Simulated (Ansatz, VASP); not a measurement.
BaTiO3 in VASP and in Ansatz

INCAR

```
PREC = Accurate
ENCUT = 520
EDIFF = 1E-6
ISMEAR = -1
SIGMA = 0.05
LREAL = False
LASPH = True
NELM = 80
ALGO = Normal
ISIF = 2
LWAVE = False
LCHARG = False
GGA = PS
NBANDS = 28
```

The input KPOINTS:

```
Automatic mesh
0
Gamma
  7 7 7
```

File POSCAR:

```
BaTiO3
1.0
    3.9729548958      0.0000000000      0.0000000000
    0.0000000000      3.9729548958      0.0000000000
    0.0000000000      0.0000000000      3.9910327445
Ba Ti O
1 1 3
Direct
    0.0000000000      0.0000000000      0.0000000000
    0.5000000000      0.5000000000      0.4900000000
    0.0000000000      0.5000000000      0.5170000000
    0.5000000000      0.0000000000      0.5170000000
    0.5000000000      0.5000000000      0.0190000000
```

The input input.yaml:

```yaml
crystal:
  lattice:
    - [3.9729548958, 0.0, 0.0]
    - [0.0, 3.9729548958, 0.0]
    - [0.0, 0.0, 3.9910327445]
  atoms:
    - { symbol: Ba, position: [0.0, 0.0, 0.0] }
    - { symbol: Ti, position: [0.5, 0.5, 0.49] }
    - { symbol: O, position: [0.0, 0.5, 0.517] }
    - { symbol: O, position: [0.5, 0.0, 0.517] }
    - { symbol: O, position: [0.5, 0.5, 0.019] }
kpoints:
  mp_grid: { grid: [7, 7, 7] }
scf:
  occupations: { method: fermi_dirac, width: 0.05 }
hamiltonian:
  xc: pbesol
  pseudopotentials: { kind: all_electron, lapw: { basis_error: 0.001 } }
output:
  forces: true
  stress: true
  eigenvalues: true
```

Change from the starting cell: volume scaled by 0.98.

Alike in both runs: task single point; functional PBEsol; k mesh 7 × 7 × 7; occupations fermi-dirac, width 0.05 eV; no spin polarisation.

|  | VASP | Ansatz |
| --- | --- | --- |
| version | VASP 6.6.1 | Ansatz 0.2.0 |
| potentials or method | VASP PAW PBE potentials, release 64 (Ba_sv, Ti_sv, O) | all-electron LAPW, scalar-relativistic |
| plane-wave cutoff (eV) | 520 | see its input |

Ansatz gave:

* gap on the k mesh at the Fermi level (eV): 1.93
* least direct gap on the mesh (eV): 2.06
* pressure (GPa): -0.4
* largest component of the traceless stress (GPa): 0.64
* rms of the force components (eV/Å): 0.073

Q: Which values does VASP return?

A: gap on the k mesh at the Fermi level (eV): 1.86; least direct gap on the mesh (eV): 2.04; pressure (GPa): 1.6; largest component of the traceless stress (GPa): 0.69; rms of the force components (eV/Å): 0.069.

Atom by atom the forces differ by 0.018 eV/Å (rms over components). Ansatz ran all-electron here, so the differences hold the error of VASP's frozen core and of both bases.

Caveats: spin-orbit coupling is left out, which moves the levels of the heavy elements; an odd mesh through Γ misses points on the zone boundary, where band edges often lie; the PAW data sets were made with another functional, which shifts forces and pressure a little (VASP).
